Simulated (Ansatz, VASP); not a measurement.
Two plane-wave programs on PbO2

Contents of INCAR:

```
SYSTEM = PbO2
  PREC = Accurate
  ENCUT = 520
  EDIFF = 1E-7
  ISMEAR = -1
  SIGMA = 0.05
  LREAL = .False.
  LASPH = .True.
  NELM = 60
  ALGO = Normal
  ISIF = 2
  LWAVE = .False.
  LCHARG = .False.
  GGA = PE
  NBANDS = 20
```

Contents of KPOINTS:

```
regular mesh
0
Gamma
  9 9 9
  0 0 0
```

File POSCAR:

```
PbO2
1.0
    0.0000000000      2.7019920000      2.7019920000
    2.7019920000      0.0000000000      2.7019920000
    2.7019920000      2.7019920000      0.0000000000
Pb O
1 2
Direct
   -0.0038920000      0.0019790000      0.0053630000
    0.7454200000      0.7468610000      0.7419540000
    0.2379960000      0.2722400000      0.2412150000
```

input.yaml

```yaml
crystal:
  lattice:
    - [0.0, 2.701992, 2.701992]
    - [2.701992, 0.0, 2.701992]
    - [2.701992, 2.701992, 0.0]
  atoms:
    - { symbol: Pb, position: [-0.003892, 0.001979, 0.005363] }
    - { symbol: O, position: [0.74542, 0.746861, 0.741954] }
    - { symbol: O, position: [0.237996, 0.27224, 0.241215] }
hamiltonian:
  xc: pbe
  pseudopotentials: { kind: paw }
kpoints:
  mp_grid: { grid: [9, 9, 9] }
scf:
  occupations: { method: fermi_dirac, width: 0.05 }
output:
  forces: true
  stress: true
  eigenvalues: true
  write_density: true
  write_potential: true
  elf: true
  volumetric_format: npy
```

Change from the starting cell: atoms moved at random, drawn with an rms of 0.05 Å.

Alike in both runs: task single point; functional PBE; k mesh 9 × 9 × 9; occupations fermi-dirac, width 0.05 eV; no spin polarisation.

|  | VASP | Ansatz |
| --- | --- | --- |
| version | VASP 6.6.1 | Ansatz 0.2.0 |
| potentials or method | VASP PAW PBE potentials, release 64 (Pb_d, O) | Ansatz PAW |
| plane-wave cutoff (eV) | 520 | 420 |
| valence electrons in the cell | 26 | 26 |

Ansatz gave:

```
gap on the k mesh at the Fermi level (eV)       : none
pressure (GPa)                                  : 0.8
largest component of the traceless stress (GPa) : 0.46
rms of the force components (eV/Å)              : 0.246
```

Task: What did VASP give for the same quantities?

Result: gap on the k mesh at the Fermi level (eV): none; pressure (GPa): 0.9; largest component of the traceless stress (GPa): 0.51; rms of the force components (eV/Å): 0.249.

Atom by atom the forces differ by 0.005 eV/Å (rms over components). A gap of «none» marks a metal or a gap that the smearing closes. The functional is the same, so the differences come from potentials, cutoffs and numerics.

Caveats: the pressure holds a Pulay correction of +0.6 GPa for the finite cutoff (Ansatz). The runs have no spin-orbit coupling, so splittings on Pb are missing.
